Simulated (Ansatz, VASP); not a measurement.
Ga: VASP beside Ansatz

```
Ga
1.0
     0.00000    2.88590    2.88590
     2.88590    0.00000    2.88590
     2.88590    2.88590    0.00000
Ga
2
Cartesian
  0.0000 0.0000 0.0000
  1.4429 1.4429 1.4429
```

Alike in both runs: functional r2SCAN; k mesh 16 × 16 × 16; occupations gaussian, width 0.1 eV; no spin polarisation.

Ansatz relaxed the structure, and its values are those at the end. VASP's run is a single point on that final structure, the one shown.

```csv
,VASP,Ansatz
version,VASP 6.6.1,Ansatz 0.2.0
potentials or method,"VASP PAW PBE potentials, release 64 (Ga_d)","scalar-relativistic, plane waves, PAW"
plane-wave cutoff (eV),520,500
valence electrons in the cell,26,26
```

VASP gave:

```
gap on the k mesh at the Fermi level (eV) : none
pressure (GPa)                            : 0.1
```

Question: What did Ansatz give for the same quantities?

Answer: gap on the k mesh at the Fermi level (eV): none; pressure (GPa): 0.0.

A gap of «none» marks a metal or a gap that the smearing closes.

Caveats: the PAW data sets were made with another functional, which shifts forces and pressure a little (VASP).
